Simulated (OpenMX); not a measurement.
Runs of OpenMX 3.8.5 on Al. Symmetry: Fm-3m, No. 225, cubic system. Conventional cell: a = 4.050 Å, b = 4.050 Å, c = 4.050 Å, α = 90.00°, β = 90.00°, γ = 90.00°. Al (site symmetry m-3m) has 12 Al at 2.86 Å as nearest neighbours. 

```csv
task,level,potentials or basis,spin,k mesh,SCF threshold,"grid points, held for all volumes",max SCF cycles,mesh quality,pressure (GPa),V0 of scaled cells (Å³/atom),B0 (GPa)
equation of state,PBE,"OpenMX 2013 PBE set, Al7.0-s3p2d2, fixed grid of 24 × 24 × 24 points",off,11 × 11 × 11,1e-08 Ha,24 × 24 × 24,-,not flagged,-,(b),83
equation of state,PBE,"OpenMX 2013 PBE set, Al7.0-s2p2d1, fixed grid of 24 × 24 × 24 points",off,11 × 11 × 11,1e-08 Ha,24 × 24 × 24,-,not flagged,-,16.22,82
equation of state,LDA,"OpenMX 2013 LDA set, Al7.0-s2p1d1, fixed grid of 24 × 24 × 24 points",off,11 × 11 × 11,1e-08 Ha,24 × 24 × 24,-,not flagged,-,15.78,83
band structure,PBE,"OpenMX 2013 PBE set, Al7.0-s2p2d1, grid cutoff 300 Ry",off,11 × 11 × 11,1e-08 Ha,-,100,not flagged,-1.8,-,-
band structure,PBE,"OpenMX 2013 PBE set, Al7.0-s3p2d2, grid cutoff 300 Ry",off,11 × 11 × 11,1e-08 Ha,-,100,not flagged,(a),-,-
band structure,LDA,"OpenMX 2013 LDA set, Al7.0-s2p1d1, grid cutoff 300 Ry",off,11 × 11 × 11,1e-08 Ha,-,100,not flagged,-3.7,-,-
band structure,LDA,"OpenMX 2013 LDA set, Al7.0-s2p2d1, grid cutoff 300 Ry",off,11 × 11 × 11,1e-08 Ha,-,100,not flagged,-4.8,-,-
```

Alike in all rows: cell as given; smearing fermi-dirac 0.05 eV.

Q: Estimate the missing entries.

A: (a) -1.4; (b) 16.30.

Caveats: the basis of atomic orbitals isn't converged, which shifts pressures, moduli and gaps; volumes in these bases differ from converged ones by about 1 %, for some elements by several (some runs).

Not every run made on this cell is shown here.
